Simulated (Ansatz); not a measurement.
Write the native input for Ansatz 0.2.0 that does the following.

```yaml
Task: relaxation of cell and atoms
Functional: PBEsol
Dispersion: D3(BJ)-ATM
Potentials_or_basis: Ansatz PAW
Cutoff: "420 eV (not typed: the program's choice for these potentials)"
k_mesh: 7 × 7 × 4
Occupations: fermi-dirac, width 0.05 eV
Spin: no spin polarisation
```

Crystal: BaTiO3.

```
Ba Ti O
1.0
    -3.80268   -0.05658   -0.02182
    -0.02191   -0.03168   -4.13033
    -0.11316   -7.97351   -0.06307
Ba Ti O
2 2 6
Direct
  0.04486 0.90917 0.49511
  0.00815 0.92181 0.02441
  0.45719 0.52057 0.20539
  0.50232 0.47064 0.76225
  0.48144 0.03993 0.24039
  0.45629 0.07298 0.69357
  0.53803 0.54059 0.44980
  0.52906 0.55800 0.03050
  0.98202 0.45740 0.26038
  0.00064 0.50892 0.83819
```

The cell isn't the ideal one: all atoms moved at random, sigma 0.25 Å a component, cell strained at random, sigma 0.06.

These files were run (other wordings do the same):

input.yaml

```yaml
crystal:
  lattice:
    - [-3.80268156, -0.05658243, -0.02181512]
    - [-0.02191438, -0.03167986, -4.13033488]
    - [-0.11316485, -7.97351199, -0.06307272]
  atoms:
    - { symbol: Ba, position: [0.04486322, 0.90916552, 0.49511477] }
    - { symbol: Ba, position: [0.00814907, 0.9218096, 0.02441397] }
    - { symbol: Ti, position: [0.45719229, 0.52057169, 0.20538669] }
    - { symbol: Ti, position: [0.50231709, 0.47064326, 0.76225275] }
    - { symbol: O, position: [0.48144089, 0.03993233, 0.24039032] }
    - { symbol: O, position: [0.45628989, 0.07297889, 0.69356516] }
    - { symbol: O, position: [0.5380255, 0.54058565, 0.44980358] }
    - { symbol: O, position: [0.5290554, 0.55799572, 0.03050014] }
    - { symbol: O, position: [0.98202325, 0.45739828, 0.26038045] }
    - { symbol: O, position: [0.00064341, 0.50891906, 0.83819216] }
hamiltonian:
  xc: pbesol
  pseudopotentials: { kind: paw }
  dispersion: d3bjatm
kpoints:
  mp_grid: { grid: [7, 7, 4] }
scf:
  occupations: { method: fermi_dirac, width: 0.05 }
output:
  forces: true
  stress: true
  eigenvalues: true
relax:
  f_tol: 0.01
  max_steps: 40
  cell: { stress_tol: 0.05 }
```

Potentials or basis: Ansatz PAW.

Run with:

```console
$ ansatz run input.yaml --threads 4 --pin off --max-ram 11264MiB --backend cpu --events-out ev --progress --plain --runs-dir out
```

It gave:

```json
{
 "Relaxed volume": "12.39 Å³/atom",
 "Relaxed cell": "a = 3.954 Å, b = 3.959 Å, c = 7.916 Å, α = 89.93°, β = 89.93°, γ = 89.93°",
 "Space group after relaxing (to 0.05 Å)": "R3m (No. 160)",
 "Energy gained by relaxing": "1004.6 meV/atom",
 "Ionic steps": "11",
 "Pressure after relaxing": "0.0 GPa",
 "Band gap on the k mesh": "2.19 eV, indirect (least direct gap 2.35 eV)"
}
```

Caveat: odd divisions of the mesh miss points on the zone boundary, where band edges often lie, so the gap on the mesh can be too wide; the plane-wave basis is chosen anew once the cell has moved, so the energies of steps on either side of that aren't comparable; the pressure holds a Pulay correction of +0.6 GPa for the finite cutoff; spin-orbit coupling is left out, which moves the levels of the heavy elements; the PAW data sets come from PBE, with cores solved anew for the run's functional, which leaves a small shift of forces and pressure.

Wall time 4.3 min on 4 threads of Arm Neoverse V1, on a shared host, peak memory 0.8 GiB.
